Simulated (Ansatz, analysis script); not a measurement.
# Fixed-spin-moment curve of a free-standing square Co monolayer, spacing 2.375 Å, part 2 of 2

Aim: the energy of a free-standing square Co monolayer, spacing 2.375 Å as its total moment is fixed at a series of values, and its answer to a field.

Ansatz 0.2.0; PBE, PAW set soft_1.

So far. Step 8 (Total moment fixed at 1.653 μB): The energy is -446 meV from the state without spin, and the largest site carries 1.75 μB.

**9. Total moment fixed at 2.597 μB**

Level of this step: Ansatz DFT, collinear, total moment fixed by two Fermi levels; PBE, PAW set soft_1; PAW set soft_1 (Ansatz).

Contents of input.yaml:

```yaml
crystal:
  lattice:
    - [2.375, 0.0, 0.0]
    - [0.0, 2.375, 0.0]
    - [0.0, 0.0, 14.0]
  atoms:
    - { symbol: Co, position: [0.0, 0.0, 0.5], spin: 2.597 }
magnetization:
  spin_polarized: true
  initial_magnetization: 2.597
  spin_locking: { lock_magnetization: hard }
kpoints:
  mp_grid: { grid: [23, 23, 1] }
hamiltonian:
  xc: pbe
  pseudopotentials: { kind: paw, azcp: { folder: soft_1 } }
scf:
  occupations: { method: fermi_dirac, width: 0.1 }
  max_iter: 120
  convergence: { dr2_threshold: 1.0e-08 }
  lower_state_search: "off"
basis:
  ecutwfc: 420.0
```

Command:

```console
$ ansatz run input.yaml --threads 1 --pin off --max-ram 2560MiB --backend cpu --events-out ev --progress --plain --runs-dir out
```

Numbers of over 12 decimals in the logs are rounded to 6 here.

What it wrote:

```text
[...]
Crystal: 1 atoms, lattice volume = 78.969 Å³
Basis set: ecut = 420 eV, 1515 PW (Γ)
Bands: 14, of which v1, the nominal top of the filled ones, is band 9 counted from 1 (8 counted from 0)
Symmetry: 16 space group operations
[...]
k-points: 78 of 529
[...]
Starting moments: Σ|m| = 2.597 μB on 1 of 1 site
[...]
Magnetization: 2.5970 μB (9.7985 up, 7.2015 down)
Absolute magnetization: 2.5971 μB (∫|ρ↑−ρ↓|, with the PAW one-centre terms)
[...]
Per-site moments (μB) at R_I (Å): [(2.333440, 0.979687)]
Free energy (F): -5124.119261 eV
[...]
Internal energy: -5124.062965 eV  (E = F + TS)
E sigma→0 (E₀):  -5124.091113 eV
Entropy (-TS):   -0.056296 eV (-56.296 meV/atom)
Fermi energy:    -1.186135 (↑ -0.336882, ↓ -2.035387) eV
[...]
[key lines of the parts left out:]
SCF converged after 11 iterations
```

It took 8.5 s on 1 thread of Arm Neoverse V2, shared host; peak memory 0.42 GiB.

The energy is -235 meV from the state without spin, and the largest site carries 2.33 μB.

The other 7 runs of this kind were made alike; their results stand in the table below.

**10. No field, tight threshold**

A field gives a second route to the same curve. A thousand tesla shift each spin by 58 meV, and the threshold is tightened so that small induced moments are resolved.

input.yaml, the sections that differ from step 9:

```yaml
crystal:
  lattice:
    - [2.375, 0.0, 0.0]
    - [0.0, 2.375, 0.0]
    - [0.0, 0.0, 14.0]
  atoms:
    - { symbol: Co, position: [0.0, 0.0, 0.5], spin: 2.03 }
magnetization:
  spin_polarized: true
scf:
  occupations: { method: fermi_dirac, width: 0.1 }
  max_iter: 120
  convergence: { dr2_threshold: 1.0e-10 }
  lower_state_search: "off"
# kpoints, hamiltonian, basis: as in step 9
```

What it wrote:

```text
[...]
Crystal: 1 atoms, lattice volume = 78.969 Å³
Basis set: ecut = 420 eV, 1515 PW (Γ)
Bands: 14, of which v1, the nominal top of the filled ones, is band 9 counted from 1 (8 counted from 0)
Symmetry: 16 space group operations
[...]
k-points: 78 of 529
[...]
Starting moments: Σ|m| = 2.03 μB on 1 of 1 site
[...]
SCF converged after 15 iterations
Magnetization: 1.9977 μB (9.4988 up, 7.5012 down)
Absolute magnetization: 2.1530 μB (∫|ρ↑−ρ↓|, with the PAW one-centre terms)
[...]
Per-site moments (μB) at R_I (Å): [(2.029107, 0.979687)]
Free energy (F): -5124.392414 eV
[...]
Internal energy: -5124.336108 eV  (E = F + TS)
E sigma→0 (E₀):  -5124.364261 eV
Entropy (-TS):   -0.056306 eV (-56.306 meV/atom)
Fermi energy:    -1.461039 eV
[...]
```

Elapsed: 8.6 s, on 1 thread; peak memory 0.42 GiB.

The net moment is 2.00 μB a cell.

**11. Field of 1000 T**

Edit input.yaml of step 10 so:

```diff
@@ -9,2 +9,3 @@
   spin_polarized: true
+  magnetic_field: 1000.0
 kpoints:
```

What it wrote:

```text
[...]
Crystal: 1 atoms, lattice volume = 78.969 Å³
Basis set: ecut = 420 eV, 1515 PW (Γ)
Bands: 14, of which v1, the nominal top of the filled ones, is band 9 counted from 1 (8 counted from 0)
Symmetry: 16 space group operations
[...]
k-points: 78 of 529
[...]
Starting moments: Σ|m| = 2.03 μB on 1 of 1 site
[...]
SCF converged after 15 iterations
[...]
Magnetization: 2.0335 μB (9.5167 up, 7.4833 down)
Absolute magnetization: 2.1740 μB (∫|ρ↑−ρ↓|, with the PAW one-centre terms)
[...]
Per-site moments (μB) at R_I (Å): [(2.054064, 0.979687)]
Free energy (F): -5124.509136 eV
[...]
Internal energy: -5124.454163 eV  (E = F + TS)
E sigma→0 (E₀):  -5124.481650 eV
Entropy (-TS):   -0.054973 eV (-54.973 meV/atom)
Fermi energy:    -1.412243 eV
[...]
```

The job ended after 9.6 s (1 thread; peak memory 0.42 GiB).

The net moment is 2.03 μB a cell.

3 more runs differ from these in the same keys alone and are tabled below.

**12. Analysis**

The energy less the state without spin by total moment:

```csv
total moment (μB/cell),energy less the state without spin (meV/cell)
0.00,0
0.24,-16.6
0.47,-49.2
0.71,-105
0.94,-171
1.18,-256
1.42,-353
1.65,-446
1.89,-501
2.12,-494
2.36,-400
2.60,-235
```

The field that holds a moment is half the difference of the two Fermi levels over μB.

The field that holds the moment by total moment:

```csv
total moment (μB/cell),field that holds the moment (T)
0.236,-1702
0.472,-3062
0.708,-3977
0.944,-5575
1.180,-6718
1.417,-7279
1.653,-5822
1.889,-2166
2.125,3974
2.361,9588
2.597,14672
```

Table of total moment by field:

```csv
field (T),total moment (μB/cell)
0,2.00
100,2.00
200,2.01
500,2.02
1000,2.03
```

Three Landau terms miss the curve as a whole or at its small-moment end, and no Stoner analysis is made here.

**13. What came out**

```
state of the free run                              : ferromagnetic
net moment of the free run                         : 2.00 μB
energy of the free run from the state without spin : -508 meV a cell
lowest of the fixed moments tried                  : M = 1.889 μB, -501 meV
dM/dB between 0 and 100 T                          : 0.0409 μB a cell per 1000 T
```

What this shows: At this level the system is magnetic: the free run keeps 2.03 μB on the largest site. No other order was typed. The free run, at 2.00 μB, lies 508 meV under the state without spin and so below every fixed moment tried: the minimum falls between two of them. Among the fixed moments, E(M) falls 501 meV below the state without spin and is lowest near 1.889 μB on this grid. The field acts on spins alone. The 16 fixed-moment and field runs took 2.5 min of wall time, added up. Energies are free energies at a smearing of 0.1 eV, and with partly filled levels differences shift, at times strongly, as the smearing goes to zero. The cell was taken as built, with atoms unrelaxed. In doubt: the program's search for lower states was switched off, so a lower magnetic state than those reached may exist.

[Logs and program files are shortened in this print: banners, set-up blocks, solver, clock and traceback lines can be left out without a mark of their own.]

[Logs are printed without paths, hosts, clocks, repeated set-up lines and the standing remarks that a program may print on its own settings, such as how far it seeks lower states.]

[Hosts, paths, dates, database ids (printed as entryN), source tags and the programs' standing remarks are cut or masked in the printed files.]
